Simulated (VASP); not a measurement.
# BeS in VASP: how settings move the PBE relaxation

The PBE relaxation of BeS (zincblende) is repeated with altered inputs. Which of them can be trusted?

Program: VASP 6.6.1. PAW datasets, plane waves. The values are computed, spin-unpolarised, and not measurements.

## 1. Starting point

The symmetry is F-43m (No. 216, cubic); a = 4.432 Å in the conventional setting, 10.88 Å³ an atom. Around Be lie 4 S at 1.92 Å; around S lie 4 Be at 1.92 Å.

Coordinates:

```xyz
2
Lattice="0.0000 2.2160 2.2160 2.2160 0.0000 2.2160 2.2160 2.2160 0.0000" Properties=species:S:1:pos:R:3 pbc="T T T"
Be    0.0000    0.0000    0.0000
S     1.1080    1.1080    1.1080
```

The PBE run on sound settings gave: energy (σ→0) -10.0137 eV, final volume 14.500 Å³/atom.

## 2. Variant 1

INCAR

```
ENCUT = 600.000000
SIGMA = 0.020000
EDIFF = 1.00e-07
EDIFFG = -5.00e-03
GGA = PE
PREC = Accurate
IBRION = 2
ISIF = 3
ISMEAR = -1
NBANDS = 11
NELM = 120
NSW = 40
LASPH = .TRUE.
LCHARG = .FALSE.
LWAVE = .FALSE.
LREAL = .FALSE.
ADDGRID = .TRUE.
```

KPOINTS

```
KPOINTS created by Atomic Simulation Environment
0
Gamma
10 10 10
0 0 0
```

POSCAR

```
Be S
 1.0000000000000000
     0.0000000000000000    2.2159858032000002    2.2159858032000002
     2.2159858032000002    0.0000000000000000    2.2159858032000002
     2.2159858032000002    2.2159858032000002    0.0000000000000000
 Be  S
   1   1
Cartesian
  0.0000000000000000  0.0000000000000000  0.0000000000000000
  1.1079929016000001  1.1079929016000001  1.1079929016000001
```

Potentials: the recommended PBE PAW datasets, 8 valence electrons in the neutral cell.

Run with:

```bash
$ mpirun -np 1 vasp_std
```

## 3. Variant 2

INCAR

```
ENCUT = 600.000000
SIGMA = 0.020000
EDIFFG = -5.00e-03
GGA = PE
PREC = Accurate
IBRION = 2
ISIF = 3
ISMEAR = -1
NBANDS = 11
NELM = 120
NSW = 40
LASPH = .TRUE.
LCHARG = .FALSE.
LWAVE = .FALSE.
LREAL = .FALSE.
EDIFF = 1e-09
```

KPOINTS

```
KPOINTS created by Atomic Simulation Environment
0
Gamma
10 10 10
0 0 0
```

POSCAR

```
Be S
 1.0000000000000000
     0.0000000000000000    2.2159858032000002    2.2159858032000002
     2.2159858032000002    0.0000000000000000    2.2159858032000002
     2.2159858032000002    2.2159858032000002    0.0000000000000000
 Be  S
   1   1
Cartesian
  0.0000000000000000  0.0000000000000000  0.0000000000000000
  1.1079929016000001  1.1079929016000001  1.1079929016000001
```

What does the calculation give? Wanted: for each run, changed; ending; energy change; volume; electronic steps; usable.

**Answer**, as computed:

| run | changed | ending | energy change (meV/atom) | volume (Å³/atom) | electronic steps | time | usable |
| --- | --- | --- | --- | --- | --- | --- | --- |
| ref. | – | converged | 0 | 14.500 | – | – | yes |
| 1 | ADDGRID = .TRUE. | converged | 0.8 | 14.488 | 46 | 30 s | yes |
| 2 | EDIFF = 1e-09 | converged | 0.8 | 14.488 | 61 | 31 s | yes |

Of 2 altered inputs, 2 gave usable results. Among the usable ones with comparable energies, «ADDGRID = .TRUE.» moves the energy most, by 0.8 meV/atom.
